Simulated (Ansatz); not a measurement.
# Li2S: the cost of one run

Computed with Ansatz 0.2.0 (DFT LDA, scalar-relativistic, unless a step's input says otherwise).

## (1) Starting point

The structure is cubic, space group Fm-3m (No. 225). Conventional cell: a = 5.708 Å, b = 5.708 Å, c = 5.708 Å, α = 90.00°, β = 90.00°, γ = 90.00°. Li (site symmetry -43m) is surrounded by 4 S at 2.47 Å. Around S (site symmetry m-3m) lie 8 Li at 2.47 Å.

Structure file:

```cif
data_structure
_symmetry_space_group_name_H-M 'Fm-3m'
_symmetry_Int_Tables_number 225
_cell_length_a 5.7080
_cell_length_b 5.7080
_cell_length_c 5.7080
_cell_angle_alpha 90.000
_cell_angle_beta 90.000
_cell_angle_gamma 90.000
_cell_volume 185.97
loop_
_atom_site_label
_atom_site_type_symbol
_atom_site_symmetry_multiplicity
_atom_site_Wyckoff_symbol
_atom_site_fract_x
_atom_site_fract_y
_atom_site_fract_z
_atom_site_occupancy
Li1 Li 8 c 0.25000 0.75000 0.75000 1
S1 S 4 a 0.00000 0.00000 0.00000 1
```

The file gives the conventional cell by its symmetry; the runs use the cell typed in the input.

Atoms are numbered in the order of the input: Li1, Li2, S3.

## (2) Volume × 0.96, LAPW

Input file input.yaml:

```yaml
crystal:
  lattice:
    - [0.0, 2.8154277041, 2.8154277041]
    - [2.8154277041, 0.0, 2.8154277041]
    - [2.8154277041, 2.8154277041, 0.0]
  atoms:
    - { symbol: Li, position: [0.25, 0.25, 0.25] }
    - { symbol: Li, position: [0.75, 0.75, 0.75] }
    - { symbol: S, position: [0.0, 0.0, 0.0] }
kpoints:
  mp_grid: { grid: [7, 7, 7] }
  band_path:
    path:
      - [0.0, 0.0, 0.0]
      - [0.5, 0.0, 0.5]
      - [0.625, 0.25, 0.625]
      - [0.375, 0.375, 0.75]
      - [0.0, 0.0, 0.0]
      - [0.5, 0.5, 0.5]
      - [0.5, 0.25, 0.75]
      - [0.5, 0.0, 0.5]
    npoints: 5
scf:
  occupations: { method: fermi_dirac, width: 0.02 }
hamiltonian:
  xc: lda
  pseudopotentials: { kind: all_electron, lapw: { basis_error: 0.001 } }
output:
  forces: true
  stress: true
  eigenvalues: true
```

Launch:

```bash
ansatz run input.yaml --threads 1 --pin off --max-ram 4096MiB --backend cpu --events-out ev --progress --plain --runs-dir out
```

**Question.** How long does this run take on 1 thread of Arm Neoverse V1, shared host, and how much memory does it need?

About 4 s, with a peak of 0.22 GiB.
